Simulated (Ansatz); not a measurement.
# AlCo (Pm-3m), an elastic constant from a strain scan

Theory: Ansatz 0.2.0, DFT PBE, scalar-relativistic, plane waves, PAW. The runs took a 420 eV cutoff, a Γ-centred 22×22×22 mesh and Gaussian smearing (0.15 eV). No spin polarisation. A magnetic state may lie lower. Energies are free energies at this smearing, counted from the undisturbed cell; pressure is positive in compression.

The undisturbed cell (relaxed at this level; it needn't be the usual structure):

```xyz
2
Lattice="2.8519 0.0000 0.0000 0.0000 2.8519 0.0000 0.0000 0.0000 2.8519" Properties=species:S:1:pos:R:3 pbc="T T T"
Al    0.0000    0.0000    0.0000
Co    1.4260    1.4260    1.4260
```

The cell is strained by ε times the Voigt pattern (1, 1, 0, 0, 0, 0) (xx, yy, zz, yz, xz, xy; engineering shear) with fractional coordinates fixed. The cell holds 2 atoms in V0 = 23.20 Å³. The stress column is τ = (1/V0) dE/dε, got from the stress tensor σ (compression positive) at each point as −det(1 + εP) σ : P(1 + εP)⁻¹, with P the pattern as a tensor.

| ε | ΔE (meV/atom) | τ (GPa) |
| --- | --- | --- |
| -0.0600 | 125.825 | -62.638 |
| -0.0450 | 68.010 | -44.215 |
| -0.0300 | 29.094 | -27.785 |
| -0.0150 | 7.033 | -13.136 |
| 0.0000 | 0.000 | -0.069 |
| 0.0150 | 6.381 | 11.596 |
| 0.0300 | 24.718 | 21.966 |
| 0.0450 | 53.653 | 31.132 |
| 0.0525 | 71.698 | 35.294 |
| 0.0600 | ? | ? |

Which combination of elastic constants does this scan measure, and how large is it?

For small ε, τ = τ0 + Kε with K = pᵀCp, which for this pattern is 2(C11 + C12) in the cubic axes. The parabola through τ at ε = -0.0150, 0 and 0.0150 has slope K = 824 GPa at zero. The energies per cell, E = NΔE, of the same two points give K = 2[E(ε₊)/ε₊ − E(ε₋)/ε₋]/[(ε₊ − ε₋)V0] = 824 GPa, in agreement.

Predict the withheld row at ε = 0.0600 from the harmonic law, and compare.

ΔE = V0(τ0 ε + Kε²/2)/N = 107.117 meV/atom and τ = 49.39 GPa. The calculation gives 91.931 meV/atom and 39.19 GPa: the energy lies 14 % below the harmonic value, as bonds soften when stretched.

In a metal these slopes depend on the k mesh and the smearing.